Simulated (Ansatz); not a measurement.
Ideal shear of a crystal plane in SiC

All numbers below come from Ansatz 0.2.0, DFT PBE, scalar-relativistic, plane waves, PAW. Cutoff 420 eV, Γ-centred 9×5×3 k-points, Gaussian smearing of 0.05 eV. No spin polarisation. Energies are free energies at this smearing, counted from the undisturbed cell; pressure is positive in compression.

The starting cell (relaxed at this level):

```
Si C
1.0
     1.54588   -2.67755    0.00000
     0.00000    0.00000   -5.07402
     9.27530    5.35510    0.00000
Si C
8 8
Direct
  0.50000 0.99544 0.83333
  0.00000 0.99544 0.08333
  0.50000 0.99544 0.33333
  0.00000 0.99544 0.58333
  0.00000 0.49544 0.91667
  0.50000 0.49544 0.16667
  0.00000 0.49544 0.41667
  0.50000 0.49544 0.66667
  0.50000 0.61956 0.83333
  0.00000 0.61956 0.08333
  0.50000 0.61956 0.33333
  0.00000 0.61956 0.58333
  0.00000 0.11956 0.91667
  0.50000 0.11956 0.16667
  0.00000 0.11956 0.41667
  0.50000 0.11956 0.66667
```

The cut lies on the cell's a–b face, a (1 0 0) plane (indices in the standard cell, whose axes needn't be the Cartesian ones shown) of area 15.69 Å², between layers 1.79 Å apart. Vector c is tilted by f times 1·a − 1·b (length 5.942 Å) with the atoms' Cartesian places fixed: one unrelaxed fault a cell. The traction is dγ/du, the slope of γ against the slip u in Å. Some rows repeat others by symmetry and weren't run.

| f | γ (mJ/m²) | traction (GPa) |
| --- | --- | --- |
| 0.0000 | 0 | 0.0 |
| 0.0833 | 1015 | 38.2 |
| 0.1667 | 3375 | 51.8 |
| 0.2500 | 5393 | 22.0 |
| 0.3333 | 5970 | 7.9 |
| 0.4167 | 6477 | 11.7 |
| 0.5000 | 6839 | 0.0 |
| 0.5833 | 6477 | -11.7 |
| 0.6667 | 5970 | -7.9 |
| 0.7500 | 5393 | -22.0 |
| 0.8333 | 3375 | -51.8 |
| 0.9167 | 1015 | -38.2 |

Read off the first barrier and the stress needed to climb it, and compare with Frenkel's sinusoid.

The first sampled maximum lies at f = 0.500, a slip of 2.97 Å, with γ ≈ 6839 mJ/m², which stands in for the unstable fault energy γ_us, and the steepest sampled slope before it is 51.8 GPa. A sinusoid γ = γ_us sin²(πu/λ) with its maximum there has λ = 5.94 Å and a largest slope πγ_us/λ = 36.2 GPa (1 mJ/m² per Å = 0.01 GPa).

Is there a metastable fault on this line?

Apart from points where γ returns to about zero, no local minimum shows among the samples, so at this sampling the line offers no fault for a dislocation to split on; a fault can still lie off the line.

The cut is rigid; relaxing the faces lowers these energies and usually the stresses.

The gap closes along the scan, which can put kinks into the curve.

Cost: 7 runs of about 3.4 core-minutes in all, on Intel Xeon 6975P-C (Granite Rapids) (shared hosts).